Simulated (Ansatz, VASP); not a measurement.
**B27P26 (V_P): VASP beside Ansatz**

One calculation is typed for both programs; each brings its own data sets. How far apart do they land? The cell is taken from a series of runs on this material, whose earlier steps may have relaxed, scaled, displaced or heated it; both programs get it as it stands.

Method: plane waves, with VASP 6.6.1 beside it; single point at r2SCAN, in Ansatz 0.2.0.

### Step 1. Set-up

The cell holds 53 atoms: 27 B and 26 P. Cell: a = 9.623 Å, b = 9.623 Å, c = 9.623 Å, α = 60.0°, β = 60.0°, γ = 60.0°. It derives from BP (BP (F-43m)). Nearest the centre at fractional (0.250, 0.583, 0.583): B18 at 2.14 Å, B9 at 2.15 Å, B17 at 2.16 Å, B15 at 2.16 Å, P34 at 3.19 Å, P52 at 3.19 Å, P49 at 3.19 Å, P32 at 3.19 Å.

Coordinates:

```xyz
53
Lattice="0.0000 6.8046 6.8046 6.8046 0.0000 6.8046 6.8046 6.8046 0.0000" Properties=species:S:1:pos:R:3 pbc="T T T"
B    13.6050    6.8073    6.8055
B     9.0647    2.2658    6.8034
B    11.3418    4.5430    6.8046
B     9.0647    6.8052    2.2640
B     4.5311    2.2716    2.2698
B     6.8019    4.5425    2.2639
B    11.3418    6.8064    4.5412
B     6.8019    2.2657    4.5407
B     9.1773   11.2349   11.2331
B    13.5976    9.0762    9.0744
B     9.0659    4.5430    9.0806
B    11.3355    6.8154    9.0742
B     9.0659    9.0824    4.5412
B     4.5252    4.5425    4.5407
B     6.6897    6.9181    4.4286
B    11.3355    9.0761    6.8136
B     6.6897    4.4304    6.9163
B     9.1664    6.9069    6.9051
B    13.6055   11.3460   11.3442
B     9.0668    6.8073   11.3438
B    11.3357    9.0761   11.3363
B     9.0668   11.3456    6.8055
B     4.5252    6.8052    6.8034
B     6.8025    9.0824    6.8045
B    11.3357   11.3382    9.0743
B     6.8025    6.8064    9.0806
B     9.0747    9.0760    9.0742
P     3.3976    3.4044    3.4026
P     5.6740    5.6537    3.4127
P     7.9522    7.9349    3.4111
P     5.6740    3.4145    5.6519
P    10.1915    7.9320    5.6541
P     7.9522    3.4129    7.9331
P    10.1915    5.6559    7.9302
P    12.4719    7.9396    7.9378
P     3.3941    5.6732    5.6714
P     5.6723    7.9349    5.6909
P     7.9331   10.2120    5.6718
P     5.6723    5.6927    7.9331
P     7.9153    7.9320    7.9302
P    10.1990   10.2123    7.9378
P     7.9331    5.6736   10.2102
P    10.1990    7.9396   10.2105
P    12.4715   10.2121   10.2103
P     3.3969    7.9419    7.9401
P     5.6639   10.2089    7.9408
P     7.9327   12.4778    7.9373
P     5.6639    7.9426   10.2071
P     7.9131   10.2190   10.2172
P    10.1943   12.4972   10.2156
P     7.9327    7.9391   12.4759
P    10.1943   10.2175   12.4954
P    12.4715   12.4782   12.4763
```

### Step 2. Ansatz: single point, r2SCAN

Ansatz runs on its PAW soft_1 files.

A single point gives forces, pressure and levels at one fixed geometry, so differences don't come from the geometry; what else differs is listed under the comparison.

The input, input.yaml:

```yaml
crystal:
  checkpoint: "../qp1.relax.run"
  host: checkpoint
basis:
  ecutwfc: 500
  xc_grid: 2
hamiltonian:
  xc: r2scan
  pseudopotentials: { kind: paw, azcp: { folder: soft_1 } }
kpoints:
  mp_grid: { grid: [2, 2, 2], shift: [0.5, 0.5, 0.5] }
scf:
  occupations: { method: fixed }
  max_iter: 60
output:
  forces: true
  eigenvalues: true
  charged_corrections: { defect_position: [0.25, 0.583333, 0.583333] }
checkpoint:
  read: "../qp1.relax.run"
  write: "../qp1.point_neutral.run"
  compress: false
  write_wavefunctions: false
  write_every: 100000
magnetization:
  spin_polarized: true
  initial_magnetization: 1
  spin_locking: { lock_magnetization: hard }
```

Launch:

```console
ansatz run input.yaml --threads 4 --pin off --max-ram 7536MiB --backend cpu --events-out ev --progress --plain --runs-dir out
```

Numbers of over 12 decimals in the logs are rounded to 6 here.

What it wrote:

```text
Warning: This run holds its total moment fixed (magnetization.spin_locking.lock_magnetization: hard) and mixes its density by anderson or broyden (scf.mixing.algorithm, typed or taken by auto). Slabs with a fixed moment have converged under broyden above another state at the same moment, at the default mixing steps and at smaller ones, and under scf.lower_state_search: standard, light or off a state that such a mixer [...]
checkpoint.read: the saved state was converged at a total charge of 1 e, and this run's is 0 e: a saved density that it takes is scaled to its electron count
crystal.checkpoint: the structure is that of <dir>, a `relax` run, at its step 5: its result, under r2scan at a charge of 1 e; 53 atoms read, 0 with a starting moment; this deck's charge is 0 e; crystal.structure_sha256 for this input is
Engine: ansatz 0.2.0, x86_64-unknown-linux-gnu
Pseudopotentials: kind: paw
Pseudopotential: B, paw, valence charge 3, recommended cutoff 500 eV (meta_gga), soft_1/B.paw.azcp
Pseudopotential: P, paw, valence charge 5, recommended cutoff 500 eV (meta_gga), soft_1/P.paw.azcp
Functional definition: r2SCAN
  parameter k0 = 0.174
  parameter k1 = 0.065
  parameter a1 = 4.9479
  exchange = r2scan_x(k0 = k0, k1 = k1, a1 = a1)
  correlation = r2scan_c
Crystal: 53 atoms, lattice volume = 630.129 Å³
Basis set: ecut = 500 eV, 16049 PW (Γ), exchange–correlation on 144×144×144 points (8 copies of the dense FFT grid, shifted against one another)
Bands: 159, of which v1, the nominal top of the filled ones, is band 106 counted from 1 (105 counted from 0)
Symmetry: 1 space group operations
Space group: P1 (ITA 1), of the structure as read, at distance tolerance 8.6e-5 Å
Magnetic group: BNS 1.1 (UNI 1), of the structure as read, at distance tolerance 8.6e-5 Å
k-points: 4 of 8 (time reversal used)
Non-local potential: B, projectors of the file, l = 0: 2, l = 1: 2, l = 2: 1
Non-local potential: P, projectors of the file, l = 0: 2, l = 1: 2, l = 2: 1
PAW form: soft (Blöchl's): semilocal exchange-correlation on the pseudo side does not see the compensation charge
PAW frozen core: B, regenerated for the run's functional (the file was generated under x = pbe(κ = 0.804, μ = 0.219515), c = pbe(β = 0.066725))
PAW frozen core: P, regenerated for the run's functional (the file was generated under x = pbe(κ = 0.804, μ = 0.219515), c = pbe(β = 0.066725))
PAW one-centre angular grid: B, 302 points (default); XC on 223 of its mesh's 2233 points in the sphere
PAW one-centre angular grid: P, 302 points (default); XC on 160 Gauss nodes
Initial density: read from a saved state, or passed on in memory by an earlier SCF of this step, an earlier step, the calling program or the single point that the run made first
Starting moments: Σ|m| = 1 μB on 53 of 53 sites; this step starts from the density that it was given
Initial wavefunctions: those read from a saved state, or passed on in memory by an earlier step or the calling program
Functional: x = r2scan, c = r2scan; τ floored in thin density (d = 2e-4 eV/Å³)
iter 1 solved again at ethr=3.49e-4 eV; its pass at ethr=3.10e-3 eV (dr2=7.35e-1 eV) is discarded
SCF iter   1: F=—  HF=-23985.618724 eV  |F-HF|=—  |Δ(HF+E_count)|=         —  Δρ=4.74e-3 (↑4.74e-3 ↓1.21e-3)  dr2=7.25e-1  dr2_τ=2.70e-3  dr2_m=3.27e-2  M=1.000 μB ∫|m|=1.000 μB  β_m=0.30  ethr=3.49e-4  ⟨swp⟩=1.0  Hψ=3552  notcnv=0  defer=10
preconditioner: auto → Resta (q_TF=auto, 2.274 Å⁻¹)  ε∞=4.6  [insulator: Δε(μ)=0.242 eV  Ē_g=11.278 eV  n_scr=136 (ndim 8)  ℏωp=21.5 eV  f_vac=0.000  ε∞_Penn≈4.6]
spin=Collinear: Resta preconditioning applied to the charge; magnetization (m = ρ↑ − ρ↓) channel mixes plain (no charge-response kernel on spin).
SCF iter   2: F=—  HF=-23985.566295 eV  |F-HF|=—  |Δ(HF+E_count)|=   5.24e-2  Δρ=3.43e-3 (↑3.43e-3 ↓9.33e-4)  dr2=2.70e-1  dr2_τ=3.16e-4  dr2_m=2.07e-2  M=1.000 μB ∫|m|=1.004 μB  β_m=0.75  ethr=3.43e-4  ⟨swp⟩=2.5  Hψ=949  notcnv=0  defer=25  κ⁻¹=1.0e0(r=1)
SCF iter   3: F=—  HF=-23985.600370 eV  |F-HF|=—  |Δ(HF+E_count)|=   3.41e-2  Δρ=1.15e-3 (↑1.15e-3 ↓7.65e-4)  dr2=2.24e-2  dr2_τ=3.73e-5  dr2_m=2.27e-3  M=1.000 μB ∫|m|=1.086 μB  β_m=1.20  ethr=1.28e-4  ⟨swp⟩=3.5  Hψ=1706  notcnv=0  defer=368  κ⁻¹=1.8e-2(r=2)
SCF iter   4: F=—  HF=-23985.607140 eV  |F-HF|=—  |Δ(HF+E_count)|=   6.77e-3  Δρ=4.95e-4 (↑4.65e-4 ↓4.95e-4)  dr2=7.69e-3  dr2_τ=2.03e-5  dr2_m=7.98e-5  M=1.000 μB ∫|m|=1.164 μB  β_m=1.20  ethr=1.06e-5  ⟨swp⟩=3.8  Hψ=1821  notcnv=0  defer=411  κ⁻¹=8.3e-3(r=3)
[...]
atom   3  B      0.05426872     0.03877392     0.05226406
  atom   4  P      0.04941155     0.32383821     0.05114421
  atom   5  B     -0.04155590    -0.06287649     0.04082290
  atom   6  P     -0.33569229    -0.08512304     0.09107485
  atom   7  B      0.05328651     0.05191038     0.04093816
  atom   8  P      0.04993613     0.05152073     0.32406641
  atom   9  B     -0.00095350    -0.00358197    -0.00236674
  atom  10  B     -0.05531086    -0.05838206     0.05467963
  atom  11  P     -0.08258018    -0.08276761     0.37811355
  atom  12  B     -0.04178614     0.04193909    -0.06265876
  atom  13  P     -0.33557801     0.09184579    -0.08586524
  atom  14  B     -0.05709542     0.05394928    -0.05684150
  atom  15  P     -0.08411933     0.37669662    -0.08364229
  atom  16  B     -0.10372874     0.13361248     0.13261573
  atom  17  P     -0.04482780     0.03562553     0.03693497
  atom  18  B      0.26086817    -0.00540454    -0.00848378
  atom  19  P      0.03228913     0.00835719     0.00916400
  atom  20  B      0.04231601    -0.06282185    -0.04160457
  atom  21  P      0.09095937    -0.08602001    -0.33422139
  atom  22  B     -0.01790046    -0.29365467    -0.01813743
  atom  23  P      0.00640720    -0.02654845     0.00637847
  atom  24  B      0.04253167    -0.04282960    -0.06274785
  atom  25  P      0.09161968    -0.33465561    -0.08641814
  atom  26  B      0.05589665    -0.05734651    -0.05745726
[...]
atom  46  B     -0.06251284    -0.04212121     0.04248800
  atom  47  P     -0.08514312    -0.33498984     0.09075799
  atom  48  B     -0.00699425     0.25948425    -0.00561802
  atom  49  P      0.00804975     0.03400462     0.00854905
  atom  50  B     -0.06390435     0.04222037    -0.04208755
  atom  51  P     -0.08747916     0.09213076    -0.33405676
  atom  52  B     -0.29246517    -0.01636838    -0.01809455
  atom  53  P     -0.02641857     0.00596972     0.00719828
  max |Σ_I F_I| component: 4.46e-3 eV/Å
--- Band table (eV; the first three rows and the last of 8) ---
  k-point 0 ↑: bands = [... 102 lower, 7.6962, 8.3118, 8.3120, 10.0814, 10.3943, 10.3944, 10.8261, 10.8262, ... 49 higher]
  k-point 1 ↑: bands = [... 102 lower, 7.8037, 8.0523, 8.4141, 9.4738, 10.3237, 10.3611, 10.6968, 11.5324, ... 49 higher]
  k-point 2 ↑: bands = [... 102 lower, 7.8037, 8.0523, 8.4141, 9.4738, 10.3237, 10.3613, 10.6969, 11.5325, ... 49 higher]
  k-point 3 ↓: bands = [... 102 lower, 7.8462, 8.0801, 8.8547, 10.1229, 10.6985, 10.7844, 11.0062, 11.5502, ... 49 higher]
```

In the SCF lines HF is the Harris–Foulkes energy and dr2 the Hartree energy of the density residual, in eV; the loop may stop once dr2 is under the threshold and the program's other checks hold. Hψ counts applications of the Hamiltonian.

### Step 3. VASP: single point, r2SCAN

The same cell, functional and mesh now go to VASP, with its own data sets.

Lines of VASP's logs that name or quote its potential files are left out, and so is its time.

The input, INCAR:

```
SYSTEM = B27P26
PREC = Accurate
ENCUT = 460
EDIFF = 1E-06
NELM = 200
ISMEAR = 0
SIGMA = 0.01
LREAL = Auto
ALGO = Normal
METAGGA = R2SCAN
LASPH = .TRUE.
NBANDS = 144
ISPIN = 2
MAGMOM = 0 0 0 0 0 0 0 0 0.1 0.01 0 0.01 0 0 0.1 0.01 0.1 0.06 0 0 0.01 0 0 0 0.01 0 0.01 -0 0 -0 0 0 -0 0 -0 -0 -0 -0 -0 0 -0 -0 -0 -0 -0 -0 -0 -0 0 -0 -0 -0 -0
LORBIT = 11
LWAVE = .FALSE.
LCHARG = .FALSE.
ISIF = 2
ISYM = 0
NUPDOWN = 1
GGA_COMPAT = .FALSE.
LMIXTAU = .TRUE.
KPAR = 4
```

The input, POSCAR:

```
B27P26
1.0
    0.0000000000      6.8045562257      6.8045562257
    6.8045562257      0.0000000000      6.8045562257
    6.8045562257      6.8045562257      0.0000000000
B P
27 26
Direct
    0.0005749344      0.9995683309      0.9998338992
    0.0003333426      0.9995024570      0.3326440145
    0.0004210164      0.9995840038      0.6672178339
    0.0003333426      0.3323784461      0.9997680253
    0.0007626018      0.3328119994      0.3330775677
    0.0003318712      0.3323740601      0.6672404487
    0.0004210164      0.6669522656      0.9998495721
    0.0003318712      0.6669748804      0.3326396285
    0.9766083082      0.6742152365      0.6744808048
    0.3345588946      0.9990232556      0.9992888238
    0.3349037080      0.9995881183      0.3327381038
    0.3346403277      0.9989141417      0.6669539224
    0.3349037080      0.3324725354      0.9998536866
    0.3349225207      0.3323814810      0.3326470493
    0.3421913031      0.3086300295      0.6744962133
    0.3346403277      0.6666883540      0.9991797100
    0.3421913031      0.6742306450      0.3088955978
    0.3413628180      0.6734193274      0.6736848957
    0.6675449546      0.9996014904      0.9998670588
    0.6675173582      0.9995708156      0.3328882868
    0.6669650831      0.9990280760      0.6668690523
    0.6675173582      0.3326227185      0.9998363838
    0.6674465487      0.3323832131      0.3326487815
    0.6675287442      0.3324693597      0.6672271402
    0.6669650831      0.6666034840      0.9992936443
    0.6675287442      0.6669615718      0.3327349281
    0.6668655746      0.6666799084      0.6669454768
    0.2505152790      0.2495246854      0.2497902537
    0.2492749351      0.2522566338      0.5816010195
    0.2493765210      0.2519211201      0.9167340772
    0.2492749351      0.5813354512      0.2525222021
    0.2494361358      0.5814902143      0.9162578466
    0.2493765210      0.9164685089      0.2521866884
    0.2494361358      0.9159922782      0.5817557826
    0.2502387992      0.9163011079      0.9165666762
    0.5841979221      0.2492688999      0.2495344683
    0.5844177628      0.2519132638      0.5816972341
    0.5842206147      0.2493079703      0.9165428299
    0.5844177628      0.5814316657      0.2521788322
    0.5839354522      0.5814826244      0.5817481928
    0.5842474666      0.5822924523      0.9165569705
    0.5842206147      0.9162772616      0.2495735387
    0.5842474666      0.9162914022      0.5825580207
    0.5842292063      0.9162767738      0.9165423421
    0.9174089152      0.2494751982      0.2497407665
    0.9174630180      0.2495180448      0.5828435134
    0.9172097573      0.2492645142      0.9165255722
    0.9174630180      0.5825779451      0.2497836132
    0.9201981447      0.5813242205      0.5815897889
    0.9198650970      0.5814301230      0.9167255402
    0.9172097573      0.9162600038      0.2495300826
    0.9198650970      0.9164599719      0.5816956914
    0.9172548441      0.9162735654      0.9165391336
```

The input, KPOINTS:

```
Points of the shifted mesh
8
Reciprocal
 0.2500000000  0.2500000000  0.2500000000 1
 0.2500000000  0.2500000000  0.7500000000 1
 0.2500000000  0.7500000000  0.2500000000 1
 0.2500000000  0.7500000000  0.7500000000 1
 0.7500000000  0.2500000000  0.2500000000 1
 0.7500000000  0.2500000000  0.7500000000 1
 0.7500000000  0.7500000000  0.2500000000 1
 0.7500000000  0.7500000000  0.7500000000 1
```

PAW data sets: B and P (PBE family, release 64).

Launch:

```console
mpirun -np 8 vasp_std
```

What it wrote:

```text
[banner, memory and clock lines left out]
running    8 mpi-ranks, on    1 nodes
[...]
|                                                                             |
|           W    W    AA    RRRRR   N    N  II  N    N   GGGG   !!!           |
|           W    W   A  A   R    R  NN   N  II  NN   N  G    G  !!!           |
|           W    W  A    A  R    R  N N  N  II  N N  N  G       !!!           |
|           W WW W  AAAAAA  RRRRR   N  N N  II  N  N N  G  GGG   !            |
|           WW  WW  A    A  R   R   N   NN  II  N   NN  G    G                |
|           W    W  A    A  R    R  N    N  II  N    N   GGGG   !!!           |
|                                                                             |
|     For optimal performance we recommend to set                             |
|       NCORE = 2 up to number-of-cores-per-socket                            |
|     NCORE specifies how many cores store one orbital (NPAR=cpu/NCORE).      |
|     This setting can greatly improve the performance of VASP for DFT.       |
[...]
|                                                                             |
|     You enforced a specific xc type in the INCAR file but a different       |
|     [... a line on the potential file left out ...]
|     I HOPE YOU KNOW WHAT YOU ARE DOING!                                     |
|                                                                             |

 LDA part: xc-table for (None), standard interpolation
 POSCAR, INCAR and KPOINTS ok, starting setup
[...]
entering main loop
       N       E                     dE             d eps       ncg     rms          rms(c)
DAV:   1     0.514636755412E+03    0.51464E+03   -0.88919E+04  4608   0.122E+03
DAV:   2    -0.438208891546E+03   -0.95285E+03   -0.89910E+03  5600   0.220E+02
DAV:   3    -0.499932884950E+03   -0.61724E+02   -0.60766E+02  5704   0.531E+01
DAV:   4    -0.501322910472E+03   -0.13900E+01   -0.13795E+01  5776   0.842E+00
[...]
DAV:  16    -0.452613101543E+03    0.33427E-05   -0.22461E-05  5728   0.138E-02    0.581E-03
DAV:  17    -0.452613104045E+03   -0.25015E-05   -0.52567E-06  4760   0.588E-03    0.302E-03
DAV:  18    -0.452613104205E+03   -0.16038E-06   -0.13723E-06  3376   0.232E-03
   1 F= -.45261310E+03 E0= -.45261310E+03  d E =-.247624E-33  mag=     1.0000
```

From OUTCAR (step 3):

```text
  FREE ENERGIE OF THE ION-ELECTRON SYSTEM (eV)
  ---------------------------------------------------
  free  energy   TOTEN  =      -452.6131042050 eV

  energy  without entropy=     -452.6131042050  energy(sigma->0) =     -452.61310421

 magnetization (x)
# of ion       s       p       d       tot
------------------------------------------
    1        0.000   0.002   0.000   0.002
    2        0.001   0.003   0.000   0.004
    3        0.000   0.002   0.000   0.003
    4        0.001   0.003   0.000   0.004
    5        0.000   0.001   0.000   0.001
    6        0.001   0.002   0.000   0.002
    7        0.000   0.002   0.000   0.003
    8        0.001   0.002   0.000   0.002
    9        0.022   0.094   0.000   0.116
   10        0.006   0.004   0.000   0.010
   11        0.000   0.002   0.000   0.003
   12        0.004   0.004   0.000   0.009
   13        0.000   0.002   0.000   0.003
[...]
--------------------------------------------------
tot          0.121   0.342   0.000   0.462

[... 1 further part left out ...]
```

The run ends at a pressure of -0.72 GPa, with forces up to 0.41 eV/Å.

### Step 4. Comparison

Known differences besides the potentials themselves: VASP starts from the moments at which Ansatz ended; VASP keeps PBE cores, Ansatz makes them for the functional; fixed occupations in Ansatz, narrow Gaussian smearing in VASP; the cutoff is 500 eV in Ansatz and 460 eV in VASP (PREC = Accurate, projectors in real space); site moments are counted in spheres of each program's own size. Total energies have different zeros and are not compared.

The two programs side by side:

```csv
quantity,Ansatz,VASP,difference
"total moment, fixed by the input (μB)",1.00,1.00,0.00
moment on B15 (μB),0.10,0.12,-0.02
moment on B9 (μB),0.10,0.12,-0.02
moment on B17 (μB),0.10,0.12,-0.02
moment on B18 (μB),0.06,0.07,-0.01
```

Forces on 10 of the 53 atoms, those with the largest forces and the largest differences (eV/Å; atoms numbered as in POSCAR):

```csv
atom,"Ansatz x, y, z","VASP x, y, z"
B9,"-0.104, 0.134, 0.133","-0.092, 0.122, 0.122"
B15,"0.135, -0.107, 0.133","0.123, -0.093, 0.121"
B17,"0.135, 0.132, -0.106","0.123, 0.121, -0.093"
P30,"-0.336, -0.085, 0.091","-0.341, -0.095, 0.095"
P32,"-0.083, -0.083, 0.378","-0.088, -0.091, 0.385"
P33,"-0.336, 0.092, -0.086","-0.341, 0.097, -0.095"
P34,"-0.084, 0.377, -0.084","-0.088, 0.384, -0.091"
P40,"0.379, -0.083, -0.083","0.381, -0.083, -0.083"
P50,"-0.085, -0.335, 0.091","-0.087, -0.345, 0.095"
P52,"-0.087, 0.092, -0.334","-0.087, 0.094, -0.344"
```

The forces differ by 4.7 meV/Å r.m.s., which is 3.9 % of the r.m.s. force of 0.122 eV/Å (both taken over all components).

### Step 5. Outcome

- r.m.s. force difference (single point, r2SCAN): 4.7 meV/Å

In words: The r.m.s. force difference is 4.7 meV/Å (single point, r2SCAN), within the 12 meV/Å picked in this series as the mark of a large difference. How closely two codes agree says nothing of how well the functional describes the real material.

[Lines on the potential files, build, host, timing and source positions are cut from VASP's logs without a mark.]

[Logs are printed without paths, hosts, clocks, repeated set-up lines and the standing remarks that a program may print on its own settings, such as how far it seeks lower states.]

[Hosts, paths, dates, database ids (printed as entryN), source tags and the programs' standing remarks are cut or masked in the printed files.]
